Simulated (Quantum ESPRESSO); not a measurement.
# MoP (P-6m2) in Quantum ESPRESSO: convergence with wavefunction cutoff

Aim: find how far wavefunction cutoff must go before the results for MoP settle, at PBE. This setting moves, with any that are tied to it; all else stays.

All numbers are computed with Quantum ESPRESSO 7.5; they aren't measurements. Logs are shortened: lines on timing, memory, paths and dates and some standing lists are left out, and cuts for length are marked.

## 1. The structure

Symmetry: P-6m2, No. 187, hexagonal system. The conventional cell has a = 3.223 Å, b = 3.223 Å, c = 3.191 Å, α = 90.00°, β = 90.00°, γ = 120.00°. Around Mo (site symmetry -6m2) lie 6 P at 2.45 Å. Around P (site symmetry -6m2) lie 6 Mo at 2.45 Å.

## 2. With wavefunction cutoff 32 Ry

The input, pw.in:

```
&CONTROL
  calculation = 'scf'
  prefix = 'pwscf'
  outdir = './tmp'
  pseudo_dir = './pseudo'
  tprnfor = .true.
  tstress = .true.
  disk_io = 'nowf'
/
&SYSTEM
  ibrav = 0
  nat = 2
  ntyp = 2
  ecutwfc = 32
  nbnd = 16
  occupations = 'smearing'
  smearing = 'fd'
  degauss = 0.00734986
/
&ELECTRONS
  conv_thr = 4d-10
  electron_maxstep = 120
  mixing_beta = 0.5
/
ATOMIC_SPECIES
Mo    95.9500 Mo.upf
P     30.9738 P.upf
CELL_PARAMETERS angstrom
   3.2230000000    0.0000000000    0.0000000000
  -1.6115000000    2.7911998764    0.0000000000
   0.0000000000    0.0000000000    3.1910000000
ATOMIC_POSITIONS crystal
Mo     0.0000000000    0.0000000000    0.0000000000
P      0.3333333333    0.6666666667    0.5000000000
K_POINTS automatic
10 10 8 0 0 0
```

Potentials or basis: PseudoDojo 0.4.1 SR PBE standard.

Launch:

```bash
> OMP_NUM_THREADS=1 pw.x -in pw.in > pw.out
```

pw.out:

```text
This program is part of the open-source Quantum ESPRESSO suite
     for quantum simulation of materials; please cite
[... 9 lines left out ...]
     --------------------
     sticks:   dense  smooth     PW     G-vecs:    dense   smooth      PW
     Sum         313     313    109                 4713     4713     889

     Using Slab Decomposition

     bravais-lattice index     =            0
     lattice parameter (alat)  =       6.0906  a.u.
     unit-cell volume          =     193.7201 (a.u.)^3
     number of atoms/cell      =            2
     number of atomic types    =            2
     number of electrons       =        19.00
     number of Kohn-Sham states=           16
     kinetic-energy cutoff     =      32.0000  Ry
     charge density cutoff     =     128.0000  Ry
     scf convergence threshold =      4.0E-10
     mixing beta               =       0.5000
     number of iterations used =            8  plain     mixing
     Exchange-correlation= PBE
                           (   1   4   3   4   0   0   0)

     celldm(1)=   6.090587  celldm(2)=   0.000000  celldm(3)=   0.000000
     celldm(4)=   0.000000  celldm(5)=   0.000000  celldm(6)=   0.000000

     crystal axes: (cart. coord. in units of alat)
               a(1) = (   1.000000   0.000000   0.000000 )
               a(2) = (  -0.500000   0.866025   0.000000 )
               a(3) = (   0.000000   0.000000   0.990071 )

     reciprocal axes: (cart. coord. in units 2 pi/alat)
               b(1) = (  1.000000  0.577350 -0.000000 )
               b(2) = (  0.000000  1.154701  0.000000 )
               b(3) = (  0.000000 -0.000000  1.010028 )

     PseudoPot. # 1 for Mo read from file:
     Mo.upf
     Pseudo is Norm-conserving + core correction, Zval = 14.0
     Generated using ONCVPSP code by D. R. Hamann
     Using radial grid of 1640 points,  6 beta functions with:
                l(1) =   0
[... 31 lines left out ...]
                       cart. coord. in units 2pi/alat
        k(    1) = (   0.0000000   0.0000000   0.0000000), wk =   0.0025000
        k(    2) = (   0.0000000   0.0000000   0.1262535), wk =   0.0050000
        k(    3) = (   0.0000000   0.0000000   0.2525071), wk =   0.0050000
        k(    4) = (   0.0000000   0.0000000   0.3787606), wk =   0.0050000
        k(    5) = (   0.0000000   0.0000000  -0.5050141), wk =   0.0025000
        k(    6) = (   0.0000000   0.1154701   0.0000000), wk =   0.0150000
[... 62 lines left out ...]
        k(   69) = (   0.3000000   0.5196152   0.3787606), wk =   0.0300000
        k(   70) = (   0.3000000   0.5196152  -0.5050141), wk =   0.0150000

     Dense  grid:     4713 G-vectors     FFT dimensions: (  24,  24,  24)

     Initial potential from superposition of free atoms

     starting charge      18.9984, renormalised to      19.0000
     Starting wfcs are   14 randomized atomic wfcs +    2 random wfcs

     Self-consistent Calculation

     iteration #  1     ecut=    32.00 Ry     beta= 0.50
     Davidson diagonalization with overlap
     ethr =  1.00E-02,  avg # of iterations =  4.9

     total energy              =    -153.96840802 Ry
     estimated scf accuracy    <       0.35039637 Ry
[... 50 lines left out ...]
     iteration #  9     ecut=    32.00 Ry     beta= 0.50
     Davidson diagonalization with overlap
     ethr =  4.60E-12,  avg # of iterations =  2.2

     End of self-consistent calculation

          k = 0.0000 0.0000 0.0000 (   611 PWs)   bands (ev):

   -43.4233 -17.9864 -17.7838 -17.7838   3.5560  13.2133  14.0961  14.0961
    16.7390  17.6894  17.6894  21.5524  21.5524  23.0451  26.3980  26.3980
[... 138 lines left out ...]
   -43.2160 -18.1540 -18.0448 -17.8024   6.3274  10.9176  12.4857  13.2330
    16.1846  18.8106  18.8498  21.0670  22.6962  23.1926  24.5130  27.3387

          k = 0.0000-0.5774-0.5050 (   580 PWs)   bands (ev):

   -43.2091 -18.1865 -18.0389 -17.7963   6.3196  11.3091  12.1551  12.9861
    16.4179  18.9078  19.2949  20.9815  22.7143  23.6294  24.1142  25.7922

          k = 0.1000 0.1732 0.0000 (   593 PWs)   bands (ev):
[... 196 lines left out ...]
   -43.3234 -18.1885 -17.9954 -17.9378   6.5549  10.6388  11.6981  14.1678
    16.0191  19.0319  20.6581  20.9823  22.1557  22.9923  23.0682  27.4298

     the Fermi energy is    17.4294 ev

!    total energy              =    -154.10017495 Ry
     estimated scf accuracy    <          1.1E-10 Ry
     smearing contrib. (-TS)   =      -0.00160629 Ry
     internal energy E=F+TS    =    -154.09856866 Ry

     The total energy is F=E-TS. E is the sum of the following terms:
     one-electron contribution =     -27.34026342 Ry
     hartree contribution      =      24.55404607 Ry
     xc contribution           =     -24.89469971 Ry
     ewald contribution        =    -126.41765160 Ry

     convergence has been achieved in   9 iterations

     Forces acting on atoms (cartesian axes, Ry/au):

     atom    1 type  1   force =     0.00000000    0.00000000    0.00000000
     atom    2 type  2   force =     0.00000000    0.00000000    0.00000000

     Total force =     0.000000     Total SCF correction =     0.000000

     Computing stress (Cartesian axis) and pressure

          total   stress  (Ry/bohr**3)                   (kbar)     P=     -713.94
  -0.00484668  -0.00000000  -0.00000000         -712.97       -0.00       -0.00
  -0.00000000  -0.00484668   0.00000000           -0.00     -712.97        0.00
   0.00000000   0.00000000  -0.00486650            0.00        0.00     -715.89

=------------------------------------------------------------------------------=
   JOB DONE.
=------------------------------------------------------------------------------=
```

Wall time 9.9 s (1 thread of Arm Neoverse V1, shared host); peak memory 0.05 GiB.

What came out:

- Free energy: -2096.6397 eV
- Pressure: -71.4 GPa
- Band gap on the k mesh: none (metal or under the smearing width)

## 3. With wavefunction cutoff 40 Ry

Changes to pw.in since step 2:

```diff
@@ -13,3 +13,3 @@
   ntyp = 2
-  ecutwfc = 32
+  ecutwfc = 40
   nbnd = 16
```

Potentials or basis: PseudoDojo 0.4.1 SR PBE standard.

Launch:

```bash
> OMP_NUM_THREADS=1 pw.x -in pw.in > pw.out
```

Run time: 9.5 s. Hardware: 1 thread of Arm Neoverse V1, shared host; peak memory 0.05 GiB.

What came out:

```
Free energy            : -2100.1060 eV
Pressure               : -38.0 GPa
Band gap on the k mesh : none (metal or under the smearing width)
```

## 4. With wavefunction cutoff 48 Ry

Changes to pw.in since step 3:

```diff
@@ -13,3 +13,3 @@
   ntyp = 2
-  ecutwfc = 40
+  ecutwfc = 48
   nbnd = 16
```

Launch:

```bash
> OMP_NUM_THREADS=1 pw.x -in pw.in > pw.out
```

Wall time 16 s (1 thread of Arm Neoverse V1, shared host); peak memory 0.05 GiB.

Results:

```
Free energy            : -2101.5273 eV
Pressure               : -15.4 GPa
Band gap on the k mesh : none (metal or under the smearing width)
```

## 5. With wavefunction cutoff 56 Ry

Changes to pw.in since step 4:

```diff
@@ -13,3 +13,3 @@
   ntyp = 2
-  ecutwfc = 48
+  ecutwfc = 56
   nbnd = 16
```

Launch:

```bash
> OMP_NUM_THREADS=1 pw.x -in pw.in > pw.out
```

Run time: 18 s. Hardware: 1 thread of Arm Neoverse V1, shared host; peak memory 0.05 GiB.

Results:

```yaml
Free_energy: -2102.0166 eV
Pressure: -3.6 GPa
Band_gap_on_the_k_mesh: none (metal or under the smearing width)
```

## 6. With wavefunction cutoff 64 Ry

Changes to pw.in since step 5:

```diff
@@ -13,3 +13,3 @@
   ntyp = 2
-  ecutwfc = 56
+  ecutwfc = 64
   nbnd = 16
```

Potentials or basis: PseudoDojo 0.4.1 SR PBE standard.

Launch:

```bash
> OMP_NUM_THREADS=1 pw.x -in pw.in > pw.out
```

It took 16 s on 1 thread of Arm Neoverse V1, shared host; peak memory 0.06 GiB.

Results (log left out):

- Free energy: -2102.1523 eV
- Pressure: 1.1 GPa
- Band gap on the k mesh: none (metal or under the smearing width)

## 7. With wavefunction cutoff 72 Ry

Changes to pw.in since step 6:

```diff
@@ -13,3 +13,3 @@
   ntyp = 2
-  ecutwfc = 64
+  ecutwfc = 72
   nbnd = 16
```

Launch:

```bash
> OMP_NUM_THREADS=1 pw.x -in pw.in > pw.out
```

Wall time 29 s (1 thread of Arm Neoverse V1, shared host); peak memory 0.07 GiB.

It converged, with:

```yaml
Free_energy: -2102.1806 eV
Pressure: 2.6 GPa
Band_gap_on_the_k_mesh: none (metal or under the smearing width)
```

## 8. With wavefunction cutoff 80 Ry

Changes to pw.in since step 7:

```diff
@@ -13,3 +13,3 @@
   ntyp = 2
-  ecutwfc = 72
+  ecutwfc = 80
   nbnd = 16
```

Launch:

```bash
> OMP_NUM_THREADS=1 pw.x -in pw.in > pw.out
```

Wall time 31 s (1 thread of Arm Neoverse V1, shared host); peak memory 0.08 GiB.

Results (log left out):

```
Free energy            : -2102.1841 eV
Pressure               : 2.9 GPa
Band gap on the k mesh : none (metal or under the smearing width)
```

## 9. With wavefunction cutoff 96 Ry

Changes to pw.in since step 8:

```diff
@@ -13,3 +13,3 @@
   ntyp = 2
-  ecutwfc = 80
+  ecutwfc = 96
   nbnd = 16
```

Potentials or basis: PseudoDojo 0.4.1 SR PBE standard.

Launch:

```bash
> OMP_NUM_THREADS=1 pw.x -in pw.in > pw.out
```

It took 39 s on 1 thread of Arm Neoverse V1, shared host; peak memory 0.1 GiB.

Results (log left out):

```yaml
Free_energy: -2102.1847 eV
Pressure: 2.9 GPa
Band_gap_on_the_k_mesh: none (metal or under the smearing width)
```

## 10. With wavefunction cutoff 120 Ry

Changes to pw.in since step 9:

```diff
@@ -13,3 +13,3 @@
   ntyp = 2
-  ecutwfc = 96
+  ecutwfc = 120
   nbnd = 16
```

Launch:

```bash
> OMP_NUM_THREADS=1 pw.x -in pw.in > pw.out
```

Run time: 63 s. Hardware: 1 thread of Arm Neoverse V1, shared host; peak memory 0.13 GiB.

The run converged. Its results:

- Free energy: -2102.1852 eV
- Pressure: 2.9 GPa
- Band gap on the k mesh: none (metal or under the smearing width)

## 11. Summary

| wavefunction cutoff | energy less the tightest run, at zero smearing (meV/atom) | pressure (GPa) | SCF cycles | CPU time (s) | peak memory (GiB) |
| --- | --- | --- | --- | --- | --- |
| 32 Ry | 2772.63 | -71.39 | 9 | 9.9 | 0.05 |
| 40 Ry | 1039.57 | -38.05 | 8 | 9.5 | 0.05 |
| 48 Ry | 328.91 | -15.36 | 8 | 16 | 0.05 |
| 56 Ry | 84.31 | -3.62 | 8 | 18 | 0.05 |
| 64 Ry | 16.45 | 1.11 | 8 | 16 | 0.06 |
| 72 Ry | 2.30 | 2.57 | 8 | 29 | 0.07 |
| 80 Ry | 0.55 | 2.86 | 8 | 31 | 0.08 |
| 96 Ry | 0.25 | 2.86 | 8 | 39 | 0.1 |
| 120 Ry | 0.00 | 2.87 | 8 | 63 | 0.13 |

Against the tightest run, the energy stays within 1 meV/atom from 80 Ry on; the pressure stays within 0.1 GPa from 80 Ry on. The tightest run that finished is the yardstick and may itself not be fully converged.
